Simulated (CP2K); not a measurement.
**Al in CP2K: convergence with cutoff ry**

Al:

```
Al
1.0
     2.78865    0.00000    0.00000
     1.46108    2.45977    0.00000
     1.37492    0.85496    2.41544
Al
1
Direct
  0.99280 0.00637 0.01352
```

The cell isn't the ideal one: cell strained at random at fixed volume.

```yaml
Program: CP2K 2026.2
Task: single point
Functional: PBE
Potentials_or_basis: GTH_POTENTIALS Al GTH-PBE-q3; DZVP-MOLOPT-SR-GTH basis
Density_cutoff: 1225 eV
k_mesh: 9 × 9 × 8
Occupations: fermi-dirac, width 0.05 eV
Spin: no spin polarisation
```

These are the settings of the first run; the series varies cutoff ry, with any setting tied to it.

Hardware: 1 thread of Arm Neoverse V1 (shared host).

```tsv
cutoff ry	energy less the tightest run, at zero smearing (meV/atom)	SCF cycles	CPU time (s)	peak memory (GiB)
90 Ry	0.00	9	14	0.16
140 Ry	0.00	9	15	0.17
190 Ry	0.00	9	16	0.17
250 Ry	0.00	9	15	0.17
320 Ry	0.00	9	15	0.18
380 Ry	0.00	9	16	0.19
450 Ry	0.00	9	17	0.2
560 Ry	0.00	9	16	0.21
720 Ry	0.00	9	16	0.22
```

Against the tightest run, the energy stays within 1 meV/atom from 90 Ry on. The tightest run that finished is the yardstick and may itself not be fully converged.
